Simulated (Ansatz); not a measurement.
The system is Si2W.

```
W Si
1.0
     4.61685    0.00000    0.00000
    -2.30843    3.99831    0.00000
     0.00000    0.00000    6.65322
W Si
3 6
Direct
  0.50000 0.00000 0.50000
  0.50000 0.50000 0.83333
  0.00000 0.50000 0.16667
  0.32725 0.16363 0.16667
  0.83637 0.16363 0.83333
  0.16363 0.32725 0.50000
  0.67275 0.83637 0.16667
  0.16363 0.83637 0.83333
  0.83637 0.67275 0.50000
```

Measurements of this composition are mostly on another form, of space group No. 139.

- Program: Ansatz 0.2.0
- Task: relaxation of cell and atoms
- Functional: PBE
- Dispersion: D3(BJ)
- Potentials or basis: Ansatz PAW
- Cutoff: 420 eV (not typed: the program's choice for these potentials)
- k mesh: 7 × 7 × 4
- Occupations: fermi-dirac, width 0.05 eV
- Spin: no spin polarisation

At the start: volume 13.65 Å³/atom.

How do energy, volume and symmetry change on relaxing?

It ends after 5 steps and the volume is 13.20 Å³/atom (-3.3 %); space group P6_222 (No. 180, to 0.05 Å).

Step by step:
```tsv
step	energy change (eV)	largest force (eV/Å)	volume (Å³)
1	0.0000	0.0073	122.82
2	-0.0749	0.0983	117.04
3	-0.0957	0.0114	118.91
4	-0.0958	0.0030	118.81
5	-0.0947	0.0031	118.81
```

Final structure:
```yaml
crystal:
  lattice:
    - [4.56440, 0.00000, 0.00000]
    - [-2.28220, 3.95289, 0.00000]
    - [0.00000, 0.00000, 6.58477]
  atoms:
    - { symbol: W, position: [0.50000, 0.00000, 0.50000] }
    - { symbol: W, position: [0.50000, 0.50000, 0.83333] }
    - { symbol: W, position: [0.00000, 0.50000, 0.16667] }
    - { symbol: Si, position: [0.32715, 0.16357, 0.16667] }
    - { symbol: Si, position: [0.83643, 0.16357, 0.83333] }
    - { symbol: Si, position: [0.16357, 0.32715, 0.50000] }
    - { symbol: Si, position: [0.67285, 0.83643, 0.16667] }
    - { symbol: Si, position: [0.16357, 0.83643, 0.83333] }
    - { symbol: Si, position: [0.83643, 0.67285, 0.50000] }
```

Caveat: the plane-wave basis is chosen anew once the cell has moved, so the energies of steps on either side of that aren't comparable.
